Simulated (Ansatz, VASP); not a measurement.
One calculation of Fe, two programs

Contents of INCAR:

```
PREC     = Accurate       # precision mode
ENCUT    = 520            # plane-wave cutoff, eV
EDIFF    = 1E-6           # SCF threshold, eV
ISMEAR   = 0              # smearing method
SIGMA    = 0.1            # smearing width, eV
LREAL    = F              # projectors in reciprocal space
LASPH    = T              # aspherical terms in the spheres
NELM     = 150            # most SCF steps
ALGO     = Fast           # electronic algorithm
ISIF     = 2              # what is computed and relaxed
LWAVE    = F              # write WAVECAR
LCHARG   = F              # write CHGCAR
ISPIN    = 2              # spin polarisation
MAGMOM   = 2.44 2.44      # initial moments
LORBIT   = 11             # projections on sites
LMAXMIX  = 4              # l up to which the mixer works
GGA      = PE             # functional
NBANDS   = 19             # bands
```

File KPOINTS:

```
regular mesh
0
Gamma
  14 14 14
```

Contents of POSCAR:

```
Fe
1.0
    2.7042604348      0.0000000000      0.0000000000
    0.0000000000      2.7042604348      0.0000000000
    0.0000000000      0.0000000000      2.7042604348
Fe
2
Direct
    0.0000000000      0.0000000000      0.0000000000
    0.5000000000      0.5000000000      0.5000000000
```

Input for Ansatz:

```yaml
crystal:
  lattice:
    - [2.7042604348, 0.0, 0.0]
    - [0.0, 2.7042604348, 0.0]
    - [0.0, 0.0, 2.7042604348]
  atoms:
    - { symbol: Fe, position: [0.0, 0.0, 0.0], spin: 2.44 }
    - { symbol: Fe, position: [0.5, 0.5, 0.5], spin: 2.44 }
basis:
  ecutwfc: 420
kpoints:
  mp_grid: { grid: [14, 14, 14] }
hamiltonian:
  xc: pbe
scf:
  occupations: { method: gaussian, width: 0.1 }
output:
  forces: true
  stress: true
  eigenvalues: true
  populations: true
magnetization:
  spin_polarized: true
```

Change from the starting cell: equal strain along all axes, cell held, atoms relaxed: -4.5 %.

Alike in both runs: task single point; functional PBE; k mesh 14 × 14 × 14; occupations gaussian, width 0.1 eV; collinear spin.

|  | VASP | Ansatz |
| --- | --- | --- |
| version | VASP 6.6.1 | Ansatz 0.2.0 |
| potentials or method | VASP PAW PBE potentials, release 64 (Fe) | scalar-relativistic, plane waves, PAW |
| plane-wave cutoff (eV) | 520 | 420 |
| valence electrons in the cell | 16 | 32 |

```tsv
	VASP	Ansatz	Ansatz less VASP
gap on the k mesh at the Fermi level (eV)	none	none	-
pressure (GPa)	37.4	37.8	+0.42
net moment per atom (μB)	1.98	1.96	-0.016
size of the moment on the site where the two differ most (μB)	1.95	1.98	+0.031
```

Site moments also hang on the region over which each program counts them. A gap of «none» marks a metal or a gap that the smearing closes. The functional is the same, so the differences come from potentials, cutoffs and numerics. The two sets of potentials don't hold the same shells in valence.

Caveats: so large a pressure means that the cell lies far from this level's equilibrium, or that cutoff or potentials fall short (VASP).
